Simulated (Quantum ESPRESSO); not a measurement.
Input of a Quantum ESPRESSO 7.5 run:

Contents of pw.in:

```
&CONTROL
  calculation = 'scf'
  prefix = 'pwscf'
  outdir = './tmp'
  pseudo_dir = './pseudo'
  tprnfor = .true.
  tstress = .true.
  disk_io = 'low'
/
&SYSTEM
  ibrav = 0
  nat = 2
  ntyp = 2
  ecutwfc = 88
  nbnd = 10
  occupations = 'smearing'
  smearing = 'fd'
  degauss = 0.00367493
/
&ELECTRONS
  conv_thr = 4d-10
  electron_maxstep = 120
  mixing_beta = 0.5
/
ATOMIC_SPECIES
Na    22.9898 Na.upf
H      1.0080 H.upf
CELL_PARAMETERS angstrom
   0.0000000000    2.4400000000    2.4400000000
   2.4400000000    0.0000000000    2.4400000000
   2.4400000000    2.4400000000    0.0000000000
ATOMIC_POSITIONS angstrom
Na     0.0000000000    0.0000000000    0.0000000000
H      2.4400000000    2.4400000000    2.4400000000
K_POINTS automatic
6 6 6 1 1 1
```

Contents of scf2.in:

```
&CONTROL
  calculation = 'scf'
  prefix = 'pwscf'
  outdir = './tmp'
  pseudo_dir = './pseudo'
  tprnfor = .true.
  tstress = .true.
  disk_io = 'low'
/
&SYSTEM
  ibrav = 0
  nat = 2
  ntyp = 2
  ecutwfc = 88
  nbnd = 10
  occupations = 'fixed'
/
&ELECTRONS
  conv_thr = 1d-13
  electron_maxstep = 120
  mixing_beta = 0.5
  startingpot = 'file'
  startingwfc = 'file'
/
ATOMIC_SPECIES
Na    22.9898 Na.upf
H      1.0080 H.upf
CELL_PARAMETERS angstrom
   0.0000000000    2.4400000000    2.4400000000
   2.4400000000    0.0000000000    2.4400000000
   2.4400000000    2.4400000000    0.0000000000
ATOMIC_POSITIONS angstrom
Na     0.0000000000    0.0000000000    0.0000000000
H      2.4400000000    2.4400000000    2.4400000000
K_POINTS automatic
6 6 6 1 1 1
```

The input ph.in:

```
dielectric of NaH
&INPUTPH
  prefix = 'pwscf'
  outdir = './tmp'
  tr2_ph = 1d-18
  fildyn = 'dyn'
  niter_ph = 90
  alpha_mix(1) = 0.7
  epsil = .true.
  trans = .false.
  zeu = .true.
/
0.0000000000 0.0000000000 0.0000000000
```

Potentials or basis: PseudoDojo 0.4.1 SR PBEsol standard.

Command:

```sh
$ OMP_NUM_THREADS=1 pw.x -in pw.in > pw.out
$ OMP_NUM_THREADS=1 pw.x -in scf2.in > scf2.out
$ OMP_NUM_THREADS=1 ph.x -in ph.in > ph.out
```

Task: Predict the electronic dielectric tensor (diagonal).

Result: 3.25.

Task: What does it give for the Born charges (mean of the diagonal)?

Result: Na +0.98; H -0.98 e.

Task: Predict the pressure.

Result: -1.2 GPa.

Born effective charge tensors (e):
atom 1, Na
```
0.98 0.00 0.00
0.00 0.98 0.00
0.00 0.00 0.98
```
atom 2, H
```
-0.98  0.00  0.00
 0.00 -0.98  0.00
 0.00  0.00 -0.98
```
